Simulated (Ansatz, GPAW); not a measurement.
Given: the input of a run of Ansatz 0.2.0 on MoS2. 

The input input.yaml:

```yaml
crystal:
  lattice:
    - [3.169, 0.0, 0.0]
    - [-1.5845, 2.7444345046, 0.0]
    - [0.0, 0.0, 12.324]
  atoms:
    - { symbol: Mo, position: [0.6666666667, 0.3333333333, 0.75] }
    - { symbol: Mo, position: [0.3333333333, 0.6666666667, 0.25] }
    - { symbol: S, position: [0.6666666667, 0.3333333333, 0.377] }
    - { symbol: S, position: [0.3333333333, 0.6666666667, 0.877] }
    - { symbol: S, position: [0.6666666667, 0.3333333333, 0.123] }
    - { symbol: S, position: [0.3333333333, 0.6666666667, 0.623] }
kpoints:
  mp_grid: { grid: [10, 10, 3] }
scf:
  occupations: { method: fermi_dirac, width: 0.05 }
hamiltonian:
  xc: pbesol
  pseudopotentials: { kind: all_electron, lapw: { basis_error: 0.001 } }
output:
  forces: true
  stress: true
  eigenvalues: true
  populations: true
```

Potentials or basis: all-electron LAPW, scalar-relativistic.

The run is started by

```bash
$ ansatz run input.yaml --threads 4 --pin off --max-ram 12288MiB --backend cpu --events-out ev --progress --plain --runs-dir out
```

**Question.** What does the same run look like in GPAW 26.7.0 (ASE script)? Potentials or basis there: PAW data sets generated for this functional, cutoff 600 eV.

**Answer.** As run (cutoffs and basis follow the program's own potentials, and thresholds, step limits or extra output files can differ):

The input run.py:

```python
from ase import Atoms
from ase.dft.bandgap import bandgap
from ase.io import write
from ase.units import GPa
from gpaw import GPAW, PW, setup_paths

setup_paths.insert(0, '.')

atoms = Atoms(['Mo', 'Mo', 'S', 'S', 'S', 'S'],
              cell=[[3.169, 0.0, 0.0],
                    [-1.5845, 2.7444345046, 0.0],
                    [0.0, 0.0, 12.324]],
              scaled_positions=[[0.6666666667, 0.3333333333, 0.75],
                                [0.3333333333, 0.6666666667, 0.25],
                                [0.6666666667, 0.3333333333, 0.377],
                                [0.3333333333, 0.6666666667, 0.877],
                                [0.6666666667, 0.3333333333, 0.123],
                                [0.3333333333, 0.6666666667, 0.623]],
              pbc=True)

calc = GPAW(mode=PW(600),
            xc='PBEsol',
            kpts={'size': (10, 10, 3), 'gamma': True},
            occupations={'name': 'fermi-dirac', 'width': 0.05},
            nbands=46,
            convergence={'density': 1e-05, 'energy': 1e-05},
            maxiter=150,
            txt='gpaw.txt')
atoms.calc = calc
energy = atoms.get_potential_energy()
forces = atoms.get_forces()
stress = atoms.get_stress()
calc.write('gs.gpw')
write('result.traj', atoms)
print(f'Energy: {energy:.6f} eV')
print('Forces (eV/A):')
print(forces.round(4))
print('Stress (GPa):', (stress / GPa).round(3))
print('Fermi level:', round(calc.get_fermi_level(), 4), 'eV')
print(f'Gap: {bandgap(calc)[0]:.4f} eV, direct: {bandgap(calc, direct=True)[0]:.4f} eV')
```

Potentials or basis: PAW data sets generated in the run's folder for this functional, pw.

Command:

```console
$ gpaw-setup -f PBEsol Mo S
$ OMP_NUM_THREADS=1 python run.py
```

Both were run:

|  | Ansatz | GPAW |
| --- | --- | --- |
| Pressure | -2.9 GPa | -3.1 GPa |
| Largest force | 0.313 eV/Å | 0.313 eV/Å |

Where Ansatz's input types no cutoff or centring, it takes its own default and a Γ-centred mesh.

Pressure is positive in compression.
